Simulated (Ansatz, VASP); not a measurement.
**Two plane-wave programs on InAs**

Contents of INCAR:

```
SYSTEM = InAs
  PREC = Accurate
  ENCUT = 520
  EDIFF = 1E-6
  ISMEAR = 0
  SIGMA = 0.1
  LREAL = .FALSE.
  LASPH = .TRUE.
  NELM = 100
  ALGO = Fast
  ISIF = 2
  LWAVE = .FALSE.
  LCHARG = .FALSE.
  GGA = PS
  NBANDS = 16
```

Contents of KPOINTS:

```
regular mesh
0
G
  12 12 12
  0 0 0
```

File POSCAR:

```
InAs
1.0
    0.0000000000      2.9962805204      2.9962805204
    2.9962805204      0.0000000000      2.9962805204
    2.9962805204      2.9962805204      0.0000000000
In As
1 1
Direct
    0.5000000000      0.5000000000      0.5000000000
    0.0000000000      0.0000000000      0.0000000000
```

Input for Ansatz:

```yaml
crystal:
  lattice:
    - [0.0, 2.9962805204, 2.9962805204]
    - [2.9962805204, 0.0, 2.9962805204]
    - [2.9962805204, 2.9962805204, 0.0]
  atoms:
    - { symbol: In, position: [0.5, 0.5, 0.5] }
    - { symbol: As, position: [0.0, 0.0, 0.0] }
basis:
  ecutwfc: 420
kpoints:
  mp_grid: { grid: [12, 12, 12] }
hamiltonian:
  xc: pbesol
scf:
  occupations: { method: gaussian, width: 0.1 }
output:
  forces: true
  stress: true
  eigenvalues: true
```

Alike in both runs: task single point; functional PBEsol; k mesh 12 × 12 × 12; occupations gaussian, width 0.1 eV; no spin polarisation.

```csv
,VASP,Ansatz
version,VASP 6.6.1,Ansatz 0.2.0
potentials or method,"VASP PAW PBE potentials, release 64 (In_d, As)","scalar-relativistic, plane waves, PAW"
plane-wave cutoff (eV),520,420
valence electrons in the cell,18,28
```

|  | VASP | Ansatz | Ansatz less VASP |
| --- | --- | --- | --- |
| gap on the k mesh at the Fermi level (eV) | none | none | - |
| pressure (GPa) | -8.1 | -8.1 | -0.06 |

A gap of «none» marks a metal or a gap that the smearing closes. With one functional, cell and mesh, what is left measures potentials, basis and numerics. The two sets of potentials don't hold the same shells in valence.

Caveats: the PAW data sets were made with another functional, which shifts forces and pressure a little (VASP).
